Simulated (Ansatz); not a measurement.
## NaH: a vibration from a frozen displacement

The calculation used DFT PBEsol, scalar-relativistic, plane waves, PAW (Ansatz 0.2.0). Settings: plane waves to 420 eV, k-mesh 10×10×10 (Γ-centred), Gaussian smearing 0.05 eV. No spin polarisation. Energies are free energies at this smearing, counted from the undisturbed cell; pressure is positive in compression.

The undisturbed cell (as given, not relaxed at this level; it stands at -0.4 GPa; this CsCl-type form isn't the usual structure):

```
Na H
1.0
     2.95512    0.00000    0.00000
     0.00000    2.95512    0.00000
     0.00000    0.00000    2.95512
Na H
1 1
Direct
  0.00000 0.00000 0.00000
  0.50000 0.50000 0.50000
```

Every Na atom is moved by x along the Cartesian unit vector (-1.000, 0.000, 0.000); the cell and all other atoms stay fixed. The cell's volume is 25.81 Å³; the moved atoms weigh 22.990 u together and the others 1.008 u. Some rows repeat others by symmetry and weren't run.

```
  x (Å)  ΔE (meV/cell) total force on the moved atoms along the move (eV/Å) pressure (GPa)
-0.3000          19.32                                                0.1281          0.3356
-0.2625          14.81                                                0.1124          0.1640
-0.2250          10.89                                                0.0966          0.0134
-0.1875           7.57                                                0.0806         -0.1155
-0.1500           4.84                                                0.0645         -0.2219
-0.1125           2.73                                                0.0484         -0.3052
-0.0750           1.21                                                0.0323         -0.3651
-0.0375           0.30                                                0.0162         -0.4011
 0.0000           0.00                                                0.0000         -0.4132
 0.0375           0.30                                               -0.0162         -0.4011
 0.0750           1.21                                               -0.0323         -0.3651
 0.1125           2.73                                               -0.0484         -0.3052
 0.1500           4.84                                               -0.0645         -0.2219
 0.1875           7.57                                               -0.0806         -0.1155
 0.2250          10.89                                               -0.0966          0.0134
 0.2625          14.81                                               -0.1124          0.1640
 0.3000          19.32                                               -0.1281          0.3356
```

Q: What frequency belongs to this motion?

A: The force constant is k = −dF/dx = 0.432 eV/Å², from the parabola through x = -0.0375, 0 and 0.0375. In every cell the moved atoms swing against the rest, so the mass is μ = m₁m₂/(m₁ + m₂) = 0.966 u, and ν̃ = 521.5 cm⁻¹ × √(|k|/μ) = 349 cm⁻¹. To first order in x, and within 1 %, the force on every atom lies along the move and, within each of the two groups, in proportion to the atom's mass, so this is itself a mode at the zone centre of this cell, taken without macroscopic field (the transverse frequency in a polar insulator).

Q: How far does the harmonic law reach?

A: At x = -0.300 Å, kx²/2 = 19.44 meV against the computed 19.32 meV (-0.6 %): the well is still close to harmonic there.